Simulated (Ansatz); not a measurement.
Relaxed CaF₂ (fluorite):

```
CELL_PARAMETERS angstrom
      0.00000     2.75551     2.75551
      2.75551     0.00000     2.75551
      2.75551     2.75551     0.00000
ATOMIC_POSITIONS crystal
  Ca 0.00000 0.00000 0.00000
  F  0.25000 0.25000 0.25000
  F  0.75000 0.75000 0.75000
```

In this cell atom 3 (F, nearest neighbour Ca at 2.386 Å; its periodic images, 3.9 Å or more away, move with it) is moved by s along Cartesian [110], unit vector (0.707, 0.707, 0.000); all other atoms and the cell stay fixed.

These are PBE (plane waves to 420 eV, PAW, scalar-relativistic; Ansatz, an electronic-structure program) values and carry that method's errors. k mesh 8×8×8 (Γ-centred), Fermi-Dirac smearing 0.05 eV. Energies are smeared free energies. CaF2 was relaxed with its symmetry unable to fall. The PAW data are Ansatz's earlier set. ΔE is measured from the undisplaced structure.

| s (Å) | ΔE (meV/cell) |
|---|---|
| -0.480 | 558 |
| -0.384 | 340 |
| -0.288 | 184 |
| -0.192 | withheld |
| -0.096 | 19 |
| 0.000 | 0 |
| 0.096 | 19 |
| 0.192 | withheld |
| 0.288 | 184 |
| 0.384 | 340 |
| 0.480 | 558 |

Task: Fit an even polynomial form (powers 2, 4) to the given rows and predict ΔE at s = -0.192.

Result: Least squares on the 9 given rows: ΔE = (2101)·s² + (1393)·s⁴, in meV/cell with s in Å; root-mean-square residual 0.2 meV/cell. At -0.192 the fit gives 79 meV/cell; the calculation gives 79 meV/cell, the same to the digits shown. The quadratic term alone would give 77 meV/cell.

(For displaced atoms, the force is minus the slope of the energy, and its curvature is a force constant, which sets phonon frequencies.)
